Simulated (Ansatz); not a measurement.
**NaCl: moving Cl off its site**

NaCl, Pm-3m, a = 3.502 Å (as given, not relaxed at this level: -3.1 GPa). This isn't the usual stable structure of the compound. Ansatz: LDA, PAW, 420 eV, Γ-centred 6×6×6 mesh on 2 atoms, Gaussian smearing 0.05 eV; no spin polarisation.

```
Na Cl
1.0
     3.50219    0.00000    0.00000
     0.00000    3.50219    0.00000
     0.00000    0.00000    3.50219
Na Cl
1 1
Direct
  0.00000 0.00000 0.00000
  0.50000 0.50000 0.50000
```

Atom 2 (Cl) moves by x along the unit vector (-0.577, -0.577, -0.577), with its periodic images; all else is held. y is the free energy of the cell over the start, F the force along the path summed over the moved atoms. Symmetry makes y even in x.

| x (Å) | y (meV) | F (eV/Å) |
| --- | --- | --- |
| -0.200 | ? | ? |
| -0.100 | 0.58 | 0.01 |
| 0.000 | 0.00 | 0.00 |
| 0.025 | 0.03 | 0.00 |
| 0.050 | 0.13 | -0.01 |
| 0.075 | 0.31 | -0.01 |
| 0.125 | 0.96 | -0.02 |
| 0.150 | 1.48 | -0.02 |
| 0.175 | 2.17 | -0.03 |

Question: Fit y = c2 x² + c4 x⁴ to the energies of the other rows, give the force constant, and predict energy and force of the missing row.

Answer: Least squares on the rows shown. y = 51.62 x² + 628.6 x⁴. The force constant is 2 c2 = 0.103 eV/Å², for the cell as given, at -3.1 GPa (for all images moving together, not for a lone atom). With two atoms in a cubic cell this is the optical mode at Γ without the LO field: ω = 521.5 √(2 c2/μ) = 45 cm⁻¹ for μ = 13.95 u. The force −dy/dx at the missing row is 0.04 eV/Å (computed 0.04). At x = -0.200 the fit asked for gives 3.07 meV. The run gave 3.06 meV, so the fit is 0.01 meV too high, a small miss on the scale of the series.